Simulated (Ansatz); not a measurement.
Runs of Ansatz 0.2.0 on CoO. Symmetry: R-3m, No. 166, trigonal system. The conventional cell has a = 3.011 Å, b = 3.011 Å, c = 7.320 Å, α = 90.00°, β = 90.00°, γ = 120.00°. Co (site symmetry -3m) is surrounded by 6 O at 2.12 Å. O (site symmetry -3m) is surrounded by 6 Co at 2.12 Å. The cell is a database's computed one.

| task | level | U | cell | k mesh | cutoff (eV) | smearing | points for each segment of the path | hubbard projectors | double counting | mesh quality | gap on the mesh (eV) | pressure (GPa) | moment (μB) |
| --- | --- | --- | --- | --- | --- | --- | --- | --- | --- | --- | --- | --- | --- |
| relaxation of cell and atoms | BLYP+D4 | - | relaxed | 11 × 11 × 11 | 420 | fermi-dirac 0.05 eV | - | - | - | not flagged | none | 0.0 | 2.76 |
| band structure | HSEsol | - | as given | 6 × 6 × 6 | 420 | fermi-dirac 0.05 eV | 4 | - | - | coarse | none | - | 3.00 |
| single point | LDA | - | another cell of the same crystal, with 2 atoms | 11 × 11 × 11 | 420 | gaussian 0.05 eV | - | - | - | not flagged | none | -18.1 | (a) |
| projected density of states | r2SCAN+U | Co d U = 6 eV | as given | 11 × 11 × 11 | 500 | fermi-dirac 0.05 eV | - | ortho-atomic (the default) | fll (the default) | not flagged | (c) | 8.7 | 3.00 |
| band structure | PBEsol+U | Co d U = 8 eV | as given | 11 × 11 × 11 | 420 | fermi-dirac 0.05 eV | 14 | ortho-atomic (the default) | fll (the default) | not flagged | (b) | 7.5 | 3.00 |
| projected density of states | r2SCAN+U | Co d U = 1 eV | as given | 11 × 11 × 11 | 500 | fermi-dirac 0.05 eV | - | ortho-atomic (the default) | fll (the default) | not flagged | 1.06 | 2.1 | 3.00 |
| single point | PBE | - | as given | 11 × 11 × 11 | 420 | gaussian 0.017 eV | - | - | - | not flagged | none | 0.1 | 2.94 |
| single point | PBE | - | as given | 11 × 11 × 11 | 420 | gaussian 0.018 eV | - | - | - | not flagged | none | 0.1 | 2.94 |

Alike in all rows: potentials or basis Ansatz PAW; spin collinear, ferromagnetic start.

Q: Fill in the values left out.

A: (a) 2.85; (b) 1.79; (c) 2.35.

Caveats: some runs use coarse meshes; a cell with one magnetic atom can't hold antiferromagnetic order, which such compounds often take; the PAW data sets come from PBE, with cores solved anew for the run's functional, which leaves a small shift of forces and pressure (some runs); semilocal functionals often make such compounds metallic where correlation or magnetic order opens a gap, which also shifts bond lengths (some runs); the magnetic or orbital state may not be the lowest (some runs); odd divisions of the mesh miss points on the zone boundary, where band edges often lie, so the gap on the mesh can be too wide (some runs); the density of states is complete only up to the lowest level of the last band computed (some runs); the potentials were made for another functional, which shifts forces and pressure (some runs).

A k mesh can miss the band edges.

A gap of «none» marks a metal or a gap under the smearing width.

Not every run made on this cell is shown here.
